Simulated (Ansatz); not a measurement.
**C (P-3m1), stationary points along a deformation path**

The calculation used DFT PBE+D3(BJ), scalar-relativistic, plane waves, PAW (Ansatz). Settings: plane waves to 420 eV, k-mesh 24×24×4 (Γ-centred), Gaussian smearing 0.15 eV. No spin polarisation. Energies are free energies at this smearing, counted from the undisturbed cell; pressure is positive in compression.

Reference structure (relaxed at this level; this form isn't the usual structure):

```yaml
crystal:
  lattice:
    - [2.46527, 0.00000, 0.00000]
    - [-1.23263, 2.13498, 0.00000]
    - [0.00000, 0.00000, 23.92229]
  atoms:
    - { symbol: C, position: [0.00000, 0.00000, 0.57116] }
    - { symbol: C, position: [0.00000, 0.00000, 0.42884] }
    - { symbol: C, position: [0.33333, 0.66667, 0.42882] }
    - { symbol: C, position: [0.66667, 0.33333, 0.57118] }
```

At fixed volume and fractional coordinates, lengths along (0.000, 0.000, 1.000) are scaled against those across it; ρ is that ratio over its starting value. V = 31.478 Å³/atom. Δσ is the stress along the axis less the mean stress across it (compression positive).

```
    ρ  ΔE (meV/atom)  Δσ (GPa) space group
0.800          362.1     23.45        P-3m1
0.850          197.8     17.85        P-3m1
0.920           54.2      9.71        P-3m1
0.960           13.3      4.91        P-3m1
1.000            0.0     -0.01        P-3m1
1.050           20.0     -6.33        P-3m1
1.100           78.0    -12.76        P-3m1
1.200          294.1    -25.17        P-3m1
1.300          620.0    -37.27        P-3m1
```

Question: How does the stress give the slope of the energy, and where is the energy stationary?

Answer: Along the path d ln(length) is 2/3 d ln ρ on the axis and −1/3 d ln ρ across it, so dE/d ln ρ = −(2/3) V Δσ: the energy falls with ρ where Δσ is positive. Δσ vanishes or changes sign at ρ = 1.000 (P-3m1), a minimum at 0.0 meV/atom. Pairs of stationary points between two samples would go unseen, and could change a minimum read from distant neighbours into a maximum.

Question: Integrate that slope from ρ = 1 to 0.850 by the trapezoid rule.

Answer: With V/N in Å³ and 1 eV/Å³ = 160.2 GPa the slopes at ρ = 1.000, 0.960, 0.920, 0.850 are 1, -644, -1272, -2337 meV/atom per unit of ln ρ. The steps add 13.1 + 40.8 + 142.8 = 196.7 meV/atom, against 197.8 from the energies; the trapezoid rule misses the curvature of the slope within each step.

Forces appear on the atoms along this scan, and letting them relax would lower the energy and soften the response. In a metal these slopes depend on the k mesh and the smearing.

Cost: 9 runs of about 1.5 core-minutes in all, on Intel Xeon 6975P-C (Granite Rapids) (shared hosts).